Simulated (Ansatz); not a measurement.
## Σ5 (210) boundary in fcc Ir with B (interstitial): structure and resistance

Wanted: what the Σ5 (210) boundary in fcc Ir with B (interstitial) costs an interconnect.

Calculated with Ansatz 0.2.0; Ansatz plane-wave DFT, PBE, PAW files; relaxation of a bicrystal slab with its lowest layers held; PAW set soft_1, in the first sound run; inputs show where later runs differ.

## (1) The structure

The cell holds 22 atoms: 21 Ir and 1 B. Its edges and angles: a = 4.702 Å, b = 3.839 Å, c = 29.029 Å, α = 90.0°, β = 90.0°, γ = 65.9°. It derives from Ir. built on the (2 1 0) plane; 2 overlapping atoms removed and the grains opened by 0 Å. Vacuum lies along c.

## (2) Relaxing the bicrystal

The boundary is built by mirroring the lower grain in the boundary plane and removing any atoms that overlap; then the B is put in at the boundary. A thin bicrystal slab is relaxed first, with the lowest layers held and the upper grain free to shift and open.

input.yaml

```yaml
crystal:
  lattice:
    - [4.7022854592, 0.0, 0.0]
    - [1.5674284864, 3.5048766455, 0.0]
    - [0.0, 0.0, 29.0288347253]
  atoms:
    - { symbol: Ir, position: [0.6, 0.6999999999, 0.1722425322] }
    - { symbol: Ir, position: [0.2, 0.3999999999, 0.2018171241] }
    - { symbol: Ir, position: [0.8, 0.0999999999, 0.2313917159] }
    - { symbol: Ir, position: [0.4, 0.7999999999, 0.2609663078] }
    - { symbol: Ir, position: [0.0, 0.4999999999, 0.2905408997] }
    - { symbol: Ir, position: [0.6, 0.1999999999, 0.3201154915] }
    - { symbol: Ir, position: [0.2, 0.9, 0.3496900834] }
    - { symbol: Ir, position: [0.8, 0.6, 0.3792646753] }
    - { symbol: Ir, position: [0.4, 0.3, 0.4088392671] }
    - { symbol: Ir, position: [0.0, 0.0, 0.438413859] }
    - { symbol: B, position: [0.5, 0.75, 0.438413859] }
    - { symbol: Ir, position: [0.8, 0.6, 0.4975630427] }
    - { symbol: Ir, position: [0.2, 0.9, 0.5271376346] }
    - { symbol: Ir, position: [0.6, 0.1999999999, 0.5567122264] }
    - { symbol: Ir, position: [0.0, 0.4999999999, 0.5862868183] }
    - { symbol: Ir, position: [0.4, 0.7999999999, 0.6158614102] }
    - { symbol: Ir, position: [0.8, 0.0999999999, 0.645436002] }
    - { symbol: Ir, position: [0.2, 0.3999999999, 0.6750105939] }
    - { symbol: Ir, position: [0.6, 0.6999999999, 0.7045851858] }
    - { symbol: Ir, position: [0.0, 0.9999999999, 0.7341597776] }
    - { symbol: Ir, position: [0.4000000001, 0.2999999998, 0.7637343695] }
    - { symbol: Ir, position: [0.8000000001, 0.5999999998, 0.7933089614] }
kpoints:
  mp_grid: { grid: [7, 7, 1] }
hamiltonian:
  xc: pbe
  pseudopotentials: { kind: paw, azcp: { folder: soft_1 } }
scf:
  occupations: { method: fermi_dirac, width: 0.1 }
relax:
  f_tol: 0.03
  max_steps: 80
  constraints: [{ sites: [0, 1, 2, 3] }]
```

The run is started by

```
$ ansatz run input.yaml --threads 4 --pin off --max-ram 15360MiB --backend cpu --events-out ev --progress --plain --runs-dir out
```

Numbers of over 12 decimals in the logs are rounded to 6 here.

Log:

```text
Engine: ansatz 0.2.0, aarch64-unknown-linux-gnu
Pseudopotentials: kind: paw
Pseudopotential: Ir, paw, valence charge 17, recommended cutoff 420 eV (normal), soft_1/Ir.paw.azcp
Pseudopotential: B, paw, valence charge 3, recommended cutoff 420 eV (normal), soft_1/B.paw.azcp
Functional definition: PBE
  parameter kappa = 0.804
  parameter beta = 0.066725
  exchange = pbe_x(kappa = kappa, mu = beta*pi^2/3)
  correlation = pbe_c(beta = beta)
Crystal: 22 atoms, lattice volume = 478.422 Å³
Basis set: ecut = 420 eV, 9349 PW (Γ), exchange–correlation on 64×54×400 points (8 copies of the dense FFT grid, shifted against one another)
Bands: 216, of which v1, the nominal top of the filled ones, is band 180 counted from 1 (179 counted from 0)
Symmetry: 2 space group operations
Space group: Cm (ITA 8), of the structure as read, at distance tolerance 7.8e-5 Å
k-points: 16 of 49 (time reversal used)
Non-local potential: Ir, projectors of the file, l = 0: 3, l = 1: 2, l = 2: 2, l = 3: 1
Non-local potential: B, projectors of the file, l = 0: 2, l = 1: 2, l = 2: 1
PAW form: soft (Blöchl's): semilocal exchange-correlation on the pseudo side does not see the compensation charge
PAW one-centre angular grid: Ir, 590 points (default); XC on 64 Gauss nodes
PAW one-centre angular grid: B, 110 points (default); XC on 64 Gauss nodes
Initial density: superposition of atomic densities (neutral atoms: chi_scale 0, normalization atom)
Initial wavefunctions: pseudopotential atomic-orbital guess
Functional: x = pbe(κ = 0.804, μ = 0.219515), c = pbe(β = 0.066725)
SCF iter   1: F=—  HF=-250825.002111 eV  |F-HF|=—  |Δ(HF+E_count)|=         —  Δρ=4.24e-2  dr2=2.80e1  ethr=3.10e-3  ⟨swp⟩=7.1  Hψ=13759  notcnv=0  defer=74
preconditioner: auto → LDOS  [metal: Δε(μ)=0.009 eV  Ē_g=6.472 eV  σ=0.100 eV  W_gap=0.02  n_scr=130 (ndim 8)  ℏωp=23.5 eV  f_vac=0.300  D(μ)=23.61/eV (n_scr^D=222)  β→1.0]
SCF iter   2: F=—  HF=-250824.081704 eV  |F-HF|=—  |Δ(HF+E_count)|=   9.20e-1  Δρ=3.29e-2  dr2=7.76e0  ethr=3.10e-3  ⟨swp⟩=3.2  Hψ=7612  notcnv=0  defer=104
SCF iter   3: F=—  HF=-250822.122575 eV  |F-HF|=—  |Δ(HF+E_count)|=    1.96e0  Δρ=7.14e-3  dr2=5.54e-1  ethr=2.16e-3  ⟨swp⟩=3.8  Hψ=8578  notcnv=0  defer=105
SCF iter   4: F=—  HF=-250821.985217 eV  |F-HF|=—  |Δ(HF+E_count)|=   1.37e-1  Δρ=2.16e-3  dr2=3.63e-2  ethr=1.54e-4  ⟨swp⟩=2.5  Hψ=5811  notcnv=0  defer=102
SCF iter   5: F=—  HF=-250821.983001 eV  |F-HF|=—  |Δ(HF+E_count)|=   2.22e-3  Δρ=8.19e-4  dr2=1.26e-2  ethr=1.01e-5  ⟨swp⟩=2.3  Hψ=6277  notcnv=0  defer=102
SCF iter   6: F=—  HF=-250821.982213 eV  |F-HF|=—  |Δ(HF+E_count)|=   7.88e-4  Δρ=3.53e-4  dr2=1.12e-3  ethr=3.49e-6  ⟨swp⟩=2.1  Hψ=4704  notcnv=0  defer=102
SCF iter   7: F=—  HF=-250821.982091 eV  |F-HF|=—  |Δ(HF+E_count)|=   1.22e-4  Δρ=8.71e-5  dr2=1.22e-4  ethr=3.12e-7  ⟨swp⟩=2.4  Hψ=5304  notcnv=0  defer=102
SCF iter   8: F=-250821.982096 eV  HF=-250821.982101 eV  |F-HF|=4.94e-6  |Δ(HF+E_count)|=   9.12e-6  Δρ=4.41e-5  dr2=1.69e-5  ethr=6.25e-9  ⟨swp⟩=3.7  Hψ=14351  notcnv=0
SCF 1 converged in 8 iterations: F = -250821.982096 eV  dr2 = 1.69e-5
  greatest PAW one-centre occupation: 1.000 electrons in one spin orbital (limit 2), on the Ir atom at site 14 (counted from 0), in its partial waves of l = 0
relax step   1: F+E_penalty+E_count = -250821.98209557 eV  Δ(F+E_penalty+E_count) = +0.000e0 eV  max|allowed force component| = 1.607e0 eV/Å  Δτ_max = 0.0000 Å  (8 SCF iters, dr2 threshold 2.25e-5 eV, accepted)
Initial density: handed on by an earlier stage of this run
Initial wavefunctions: those handed on with the density
iter 1 solved again at ethr=1.04e-3 eV; its pass at ethr=3.10e-3 eV (dr2=3.76e0 eV) is discarded
SCF iter   1: F=—  HF=-250822.153317 eV  |F-HF|=—  |Δ(HF+E_count)|=         —  Δρ=1.28e-2  dr2=3.13e0  ethr=1.04e-3  ⟨swp⟩=1.3  Hψ=11327  notcnv=0  defer=101
preconditioner: auto → LDOS  [metal: Δε(μ)=0.024 eV  Ē_g=6.341 eV  σ=0.100 eV  W_gap=0.06  n_scr=130 (ndim 8)  ℏωp=23.5 eV  f_vac=0.306  D(μ)=23.52/eV (n_scr^D=222)  β→1.0]
SCF iter   2: F=—  HF=-250822.079617 eV  |F-HF|=—  |Δ(HF+E_count)|=   7.37e-2  Δρ=4.27e-3  dr2=1.54e-1  ethr=8.69e-4  ⟨swp⟩=2.1  Hψ=5251  notcnv=0  defer=101
SCF iter   3: F=—  HF=-250822.062488 eV  |F-HF|=—  |Δ(HF+E_count)|=   1.71e-2  Δρ=2.75e-3  dr2=8.61e-2  ethr=4.27e-5  ⟨swp⟩=2.9  Hψ=7132  notcnv=0  defer=101
SCF iter   4: F=—  HF=-250822.038449 eV  |F-HF|=—  |Δ(HF+E_count)|=   2.40e-2  Δρ=4.21e-4  dr2=1.04e-3  ethr=2.39e-5  ⟨swp⟩=2.5  Hψ=5506  notcnv=0  defer=101
SCF iter   5: F=—  HF=-250822.038372 eV  |F-HF|=—  |Δ(HF+E_count)|=   7.72e-5  Δρ=1.82e-4  dr2=2.78e-4  ethr=2.88e-7  ⟨swp⟩=3.2  Hψ=7385  notcnv=0  defer=101
SCF iter   6: F=-250822.038396 eV  HF=-250822.038404 eV  |F-HF|=7.77e-6  |Δ(HF+E_count)|=   3.20e-5  Δρ=5.95e-5  dr2=2.56e-5  ethr=2.78e-8  ⟨swp⟩=3.1  Hψ=12825  notcnv=0
SCF 2 converged in 6 iterations: F = -250822.038396 eV  dr2 = 2.56e-5
  greatest PAW one-centre occupation: 1.000 electrons in one spin orbital (limit 2), on the Ir atom at site 11 (counted from 0), in its partial waves of l = 0
relax step   2: F+E_penalty+E_count = -250822.03839628 eV  Δ(F+E_penalty+E_count) = -5.630e-2 eV  max|allowed force component| = 2.622e0 eV/Å  Δτ_max = 0.1989 Å  (6 SCF iters, dr2 threshold 1.00e-4 eV, accepted)
iter 1 solved again at ethr=6.66e-4 eV; its pass at ethr=3.10e-3 eV (dr2=2.40e0 eV) is discarded
SCF iter   1: F=—  HF=-250822.383427 eV  |F-HF|=—  |Δ(HF+E_count)|=         —  Δρ=1.14e-2  dr2=3.03e0  ethr=6.66e-4  ⟨swp⟩=1.8  Hψ=11929  notcnv=0  defer=103
eigensolver tolerance schedule calibrated: the retry pair's looser diagonalisation under-reported the residual by θ = 0.21 (0.31/decade); ethr = c·dr2/N_el runs at the constant in force after the calibration composes with the one it found (an armed cap, an earlier calibration), c = 1.0e-2
preconditioner: auto → LDOS  [metal: Δε(μ)=0.005 eV  Ē_g=6.294 eV  σ=0.100 eV  W_gap=0.01  n_scr=130 (ndim 8)  ℏωp=23.5 eV  f_vac=0.301  D(μ)=23.96/eV (n_scr^D=226)  β→1.0]
SCF iter   2: F=—  HF=-250822.327407 eV  |F-HF|=—  |Δ(HF+E_count)|=   5.60e-2  Δρ=2.99e-3  dr2=6.47e-2  ethr=8.59e-5  ⟨swp⟩=2.9  Hψ=7054  notcnv=0  defer=103
SCF iter   3: F=—  HF=-250822.327581 eV  |F-HF|=—  |Δ(HF+E_count)|=   1.74e-4  Δρ=2.44e-3  dr2=6.76e-2  ethr=1.84e-6  ⟨swp⟩=4.1  Hψ=9581  notcnv=0  defer=104
SCF iter   4: F=—  HF=-250822.310314 eV  |F-HF|=—  |Δ(HF+E_count)|=   1.73e-2  Δρ=4.15e-4  dr2=1.94e-3  ethr=1.84e-6  ⟨swp⟩=3.0  Hψ=7919  notcnv=0  defer=104
SCF iter   5: F=—  HF=-250822.309979 eV  |F-HF|=—  |Δ(HF+E_count)|=   3.36e-4  Δρ=1.31e-4  dr2=1.61e-4  ethr=5.51e-8  ⟨swp⟩=3.0  Hψ=7912  notcnv=0  defer=104
SCF iter   6: F=-250822.309984 eV  HF=-250822.309990 eV  |F-HF|=6.51e-6  |Δ(HF+E_count)|=   1.16e-5  Δρ=3.80e-5  dr2=1.24e-5  ethr=2.84e-9  ⟨swp⟩=2.5  Hψ=12489  notcnv=0
SCF 3 converged in 6 iterations: F = -250822.309984 eV  dr2 = 1.24e-5
relax step   3: F+E_penalty+E_count = -250822.30998392 eV  Δ(F+E_penalty+E_count) = -2.716e-1 eV  max|allowed force component| = 4.336e-1 eV/Å  Δτ_max = 0.1744 Å  (6 SCF iters, dr2 threshold 1.00e-4 eV, accepted)
[...]
relax step   4: F+E_penalty+E_count = -250822.33940193 eV  Δ(F+E_penalty+E_count) = -2.942e-2 eV  max|allowed force component| = 2.413e-1 eV/Å  Δτ_max = 0.0694 Å  (6 SCF iters, dr2 threshold 1.17e-5 eV, accepted)
[...]
relax step   5: F+E_penalty+E_count = -250822.35281042 eV  Δ(F+E_penalty+E_count) = -1.341e-2 eV  max|allowed force component| = 1.365e-1 eV/Å  Δτ_max = 0.0743 Å  (6 SCF iters, dr2 threshold 3.64e-6 eV, accepted)
[...]
relax step   6: F+E_penalty+E_count = -250822.35966518 eV  Δ(F+E_penalty+E_count) = -6.855e-3 eV  max|allowed force component| = 3.096e-2 eV/Å  Δτ_max = 0.0567 Å  (5 SCF iters, dr2 threshold 5.78e-6 eV, accepted)
[...]
relax step   7: F+E_penalty+E_count = -250822.36179129 eV  Δ(F+E_penalty+E_count) = -2.126e-3 eV  max|allowed force component| = 4.390e-2 eV/Å  Δτ_max = 0.0570 Å  (8 SCF iters, accepted)
SCF iter   1: F=—  HF=-250822.362953 eV  |F-HF|=—  |Δ(HF+E_count)|=         —  Δρ=1.30e-3  dr2=1.03e-2  ethr=1.33e-5  ⟨swp⟩=3.9  Hψ=7954  notcnv=0  defer=110
preconditioner: auto → LDOS  [metal: Δε(μ)=0.004 eV  Ē_g=6.300 eV  σ=0.100 eV  W_gap=0.01  n_scr=130 (ndim 8)  ℏωp=23.5 eV  f_vac=0.303  D(μ)=24.13/eV (n_scr^D=226)  β→1.0]
SCF iter   2: F=—  HF=-250822.362911 eV  |F-HF|=—  |Δ(HF+E_count)|=   4.21e-5  Δρ=3.04e-4  dr2=6.21e-4  ethr=2.87e-6  ⟨swp⟩=2.3  Hψ=5612  notcnv=0  defer=110
SCF iter   3: F=—  HF=-250822.362783 eV  |F-HF|=—  |Δ(HF+E_count)|=   1.29e-4  Δρ=1.43e-4  dr2=1.83e-4  ethr=1.72e-7  ⟨swp⟩=3.0  Hψ=7271  notcnv=0  defer=110
SCF iter   4: F=—  HF=-250822.362727 eV  |F-HF|=—  |Δ(HF+E_count)|=   5.51e-5  Δρ=2.78e-5  dr2=4.73e-6  ethr=5.09e-8  ⟨swp⟩=2.2  Hψ=5445  notcnv=0  defer=110
SCF iter   5: F=—  HF=-250822.362050 eV  |F-HF|=—  |Δ(HF+E_count)|=   6.77e-4  Δρ=7.88e-6  dr2=4.41e-7  ethr=1.31e-9  ⟨swp⟩=3.0  Hψ=6927  notcnv=0  defer=110
SCF iter   6: F=—  HF=-250822.362050 eV  |F-HF|=—  |Δ(HF+E_count)|=   1.54e-7  Δρ=3.34e-6  dr2=1.11e-7  ethr=2.78e-11  ⟨swp⟩=5.4  Hψ=12787  notcnv=0
SCF iter   7: F=-250822.362050 eV  HF=-250822.362050 eV  |F-HF|=2.47e-9  |Δ(HF+E_count)|=   6.98e-9  Δρ=1.22e-6  dr2=1.21e-8  ethr=2.78e-11  ⟨swp⟩=5.0  Hψ=10705  notcnv=0
SCF 8 converged in 7 iterations: F = -250822.362050 eV  dr2 = 1.21e-8
relax step   8: F+E_penalty+E_count = -250822.36205015 eV  Δ(F+E_penalty+E_count) = -2.589e-4 eV  max|allowed force component| = 2.387e-2 eV/Å  Δτ_max = 0.0178 Å  (7 SCF iters, accepted)
SCF converged after 7 iterations
Free energy (F): -250822.362050 eV
Harris-Foulkes:  -250822.362050 eV  (|F-HF|=2.47e-9)
Internal energy: -250821.562656 eV  (E = F + TS)
E sigma→0 (E₀):  -250821.962353 eV
Entropy (-TS):   -0.799394 eV (-36.336 meV/atom)
Fermi energy:    14.262114 eV
--- Per-component energies (eV) ---
  E_band       = -5722.007686
  E_kinetic    = 11373.027887
  E_local      = -415023.230393  (includes V_loc(G=0)·N_el)
  E_nonlocal   = 3999.334355
  E_hartree    = 202619.189265
  E_xc         = -4857.260701
  E_vxc        = -5414.424207  (∫ρ·V_xc dr)
  E_paw        = -194647.181152  (= ΣΔE_a)
  E_vpaw       = -5895.109207  (= ΣTr[D̂ρ^β])
  E_aug_tail   = 0.007403  (compensation charges beyond the density's cutoff)
  E_ewald      = 145714.550680
  E_smearing   = -0.799394  (= −TS)
  E_closure    = -0.000000  (closes the sum)
  Σ components = -250822.362050   (vs F -250822.362050, Δ=0.00e0)
--- Forces (eV/Å), atoms counted from 1 ---
  atom   1  Ir    -0.09099966     0.04069628     1.53623778
  atom   2  Ir     0.12095102    -0.05409094    -0.09817610
  atom   3  Ir     0.11944753    -0.05341856    -0.96345479
  atom   4  Ir    -0.14988910     0.06703244    -0.47243451
  atom   5  Ir     0.00627362    -0.00280565     0.00093195
  atom   6  Ir     0.00171225    -0.00076574     0.00057744
  atom   7  Ir    -0.00521992     0.00233442    -0.00454287
  atom   8  Ir     0.00047799    -0.00021376    -0.00009147
  atom   9  Ir     0.00121753    -0.00054450     0.01400939
  atom  10  Ir     0.00457202    -0.00204467    -0.00948505
  atom  11  B     -0.02216881     0.00991419    -0.02387190
  atom  12  Ir     0.01425833    -0.00637652     0.00495684
  atom  13  Ir     0.00118261    -0.00052888    -0.00161520
  atom  14  Ir     0.00140604    -0.00062880    -0.00066331
  atom  15  Ir     0.00313816    -0.00140343     0.00539966
  atom  16  Ir    -0.00019713     0.00008816     0.00022750
  atom  17  Ir    -0.00323291     0.00144580     0.00304744
  atom  18  Ir    -0.00026347     0.00011783     0.00513069
  atom  19  Ir     0.00156118    -0.00069818     0.00621255
  atom  20  Ir    -0.00361836     0.00161818    -0.00157783
  atom  21  Ir    -0.00041100     0.00018381     0.00203109
  atom  22  Ir    -0.00016267     0.00007275    -0.00289406
  max |Σ_I F_I| component: 4.48e-5 eV/Å
--- Relaxed structure (8 steps of the walk, 8 accepted, 0 SCFs on fresh bases) ---
  F+E_penalty+E_count = -250822.36205015 eV   max|allowed force component| = 2.387e-2 eV/Å
  atoms:
    - { symbol: Ir, position: [0.600000, 0.700000, 0.1722425322] }
    - { symbol: Ir, position: [0.200000, 0.400000, 0.2018171241] }
    - { symbol: Ir, position: [0.800000, 0.100000, 0.231392] }
    - { symbol: Ir, position: [0.400000, 0.800000, 0.2609663078] }
    - { symbol: Ir, position: [-0.00206991, 0.501035, 0.290685] }
    - { symbol: Ir, position: [0.600586, 0.199707, 0.320711] }
    - { symbol: Ir, position: [0.200165, 0.899918, 0.349535] }
    - { symbol: Ir, position: [0.803455, 0.598272, 0.381759] }
    - { symbol: Ir, position: [0.408901, 0.295549, 0.410753] }
    - { symbol: Ir, position: [0.016975, -0.00848761, 0.440385] }
    - { symbol: B, position: [0.522741, 0.738629, 0.447683] }
    - { symbol: Ir, position: [0.873921, 0.563040, 0.498567] }
    - { symbol: Ir, position: [0.273495, 0.863252, 0.525457] }
    - { symbol: Ir, position: [0.675307, 0.162347, 0.557103] }
    - { symbol: Ir, position: [0.077749, 0.461126, 0.586174] }
    - { symbol: Ir, position: [0.476540, 0.761730, 0.616737] }
    - { symbol: Ir, position: [0.876493, 0.061754, 0.645869] }
    - { symbol: Ir, position: [0.271857, 0.364072, 0.675791] }
    - { symbol: Ir, position: [0.670443, 0.664778, 0.705930] }
    - { symbol: Ir, position: [0.079342, 0.960329, 0.737244] }
    - { symbol: Ir, position: [0.474762, 0.262619, 0.764847] }
    - { symbol: Ir, position: [0.873682, 0.563159, 0.790492] }
```

It took 5.5 min on 4 threads of Arm Neoverse V2, shared host; peak memory 2.7 GiB.

Relaxation path:

```tsv
step	energy less that of the first step (eV)	largest force component (eV/Å)
1	0.0000	1.6070
2	-0.0563	2.6217
3	-0.3279	0.4336
4	-0.3573	0.2413
5	-0.3707	0.1365
6	-0.3776	0.0310
7	-0.3797	0.0439
8	-0.3800	0.0239
```

The run keeps the 2 symmetry operations that it works with, so distortions that break them were not tested.

The atoms that moved most (Å):

```tsv
atom	dx	dy	dz	length
Ir20	0.311	-0.139	0.090	0.352
Ir15	0.305	-0.136	-0.003	0.334
Ir16	0.300	-0.134	0.025	0.330
Ir17	0.300	-0.134	0.013	0.329
Ir22	0.289	-0.129	-0.082	0.327
Ir14	0.295	-0.132	0.011	0.323
Ir21	0.293	-0.131	0.032	0.323
Ir13	0.288	-0.129	-0.049	0.319
```

Numbers from this step:

```
free energy             : -250822.3621 eV
energy at zero smearing : -250821.9624 eV
Fermi energy            : 14.26 eV
```

The largest force component on a free atom ends at 0.024 eV/Å, under the tolerance of 0.03, after 8 steps.

[end of part 1 of 2]

[Logs are printed without paths, hosts, clocks, repeated set-up lines and the standing remarks that a program may print on its own settings, such as how far it seeks lower states.]

[Hosts, paths, dates, database ids (printed as entryN), source tags and the programs' standing remarks are cut or masked in the printed files.]
